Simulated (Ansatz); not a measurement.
# Pd: computed properties

Level of theory: DFT PBE, scalar-relativistic, plane waves, PAW in Ansatz.

Settings: cutoff 420 eV, Γ-centred mesh 18×18×10 on the computed 2-atom cell, Gaussian smearing of 0.10 eV; collinear spin from starting moments 0.41 0.41 μB.

The structure is relaxed at this level of theory with its symmetry kept. This form isn't the element's structure at ambient conditions.

Symmetry: P6_3/mmc, No. 194, hexagonal system. The conventional cell has a = 2.777 Å, b = 2.777 Å, c = 4.621 Å, α = 90.00°, β = 90.00°, γ = 120.00°. Around Pd (site symmetry -6m2) lie 12 Pd at 2.78 to 2.81 Å.

| Property | Result |
| --- | --- |
| Volume per atom | 15.43 Å³ |
| Formation energy from the elements' standard states (uncorrected) | +0.030 eV/atom |
| Kohn–Sham band gap | none (metal) |
| Density of states at the Fermi level | 3.86 states/eV per cell |
| Löwdin character within 0.5 eV of the Fermi level | Pd 4d 93 %, unprojected 7 % |
| Bulk modulus | 165 GPa |
| Its pressure derivative | 5.3 |
| Bader charges (e) | Pd (2 in the cell) 0.00 |
| Total moment | 0.72 μB per cell |
| Site moments (μB; atoms counted from 1 over the whole cell) | Pd (atom 1) 0.37, Pd (atom 2) 0.37 |

Only this magnetic start was tried.